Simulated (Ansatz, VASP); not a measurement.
## Two plane-wave programs on AlNi3

The input INCAR:

```
ALGO     = Normal         # electronic algorithm
EDIFF    = 1E-6           # SCF threshold, eV
ENCUT    = 520            # plane-wave cutoff, eV
GGA      = PS             # functional
ISIF     = 2              # what is computed and relaxed
ISMEAR   = 0              # smearing method
LASPH    = True           # aspherical terms in the spheres
LCHARG   = False          # write CHGCAR
LREAL    = False          # projectors in reciprocal space
LWAVE    = False          # write WAVECAR
NBANDS   = 24             # bands
NELM     = 80             # most SCF steps
PREC     = Accurate       # precision mode
SIGMA    = 0.05           # smearing width, eV
```

Contents of KPOINTS:

```
k-points
0
Gamma
  12 12 12
```

POSCAR

```
AlNi3
1.0
    0.0000000000      2.8018887600      2.8018887600
    2.8018887600      0.0000000000      2.8018887600
    2.8018887600      2.8018887600      0.0000000000
Al Ni
1 3
Direct
    0.5000000000      0.5000000000      0.5000000000
    0.2500000000      0.2500000000      0.2500000000
    0.0000000000      0.0000000000      0.0000000000
    0.7500000000      0.7500000000      0.7500000000
```

Input for Ansatz:

```yaml
crystal:
  lattice:
    - [0.0, 2.80188876, 2.80188876]
    - [2.80188876, 0.0, 2.80188876]
    - [2.80188876, 2.80188876, 0.0]
  atoms:
    - { symbol: Al, position: [0.5, 0.5, 0.5] }
    - { symbol: Ni, position: [0.25, 0.25, 0.25] }
    - { symbol: Ni, position: [0.0, 0.0, 0.0] }
    - { symbol: Ni, position: [0.75, 0.75, 0.75] }
basis:
  ecutwfc: 420
kpoints:
  mp_grid: { grid: [12, 12, 12] }
hamiltonian:
  xc: pbesol
scf:
  occupations: { method: gaussian, width: 0.05 }
output:
  forces: true
  eigenvalues: true
  eigenstates:
    nscf_kmesh: { grid: [34, 34, 34] }
    top_band: c6
    de_dk: true
    localisation: true
  stress: true
checkpoint:
  write: ck
  compress: false
  write_wavefunctions: false
  write_every: 100000
```

The cell comes from a database or a generator and needn't be the stable form of this composition.

Alike in both runs: task single point; functional PBEsol; k mesh 12 × 12 × 12; occupations gaussian, width 0.05 eV; no spin polarisation.

```csv
,VASP,Ansatz
version,VASP 6.6.1,Ansatz 0.2.0
potentials or method,"VASP PAW PBE potentials, release 64 (Al, Ni)","scalar-relativistic, plane waves, PAW"
plane-wave cutoff (eV),520,420
valence electrons in the cell,33,57
```

VASP gave:

* pressure (GPa): -0.6

Task: Estimate Ansatz's values.

Result: Pressure (GPa): -0.8.

With one functional, cell and mesh, what is left measures potentials, basis and numerics. The two sets of potentials don't hold the same shells in valence.

Caveats: the PAW data sets were made with another functional, which shifts forces and pressure a little (VASP). Spin polarisation is off, so any magnetic state and its effect on volume and gap are missing.
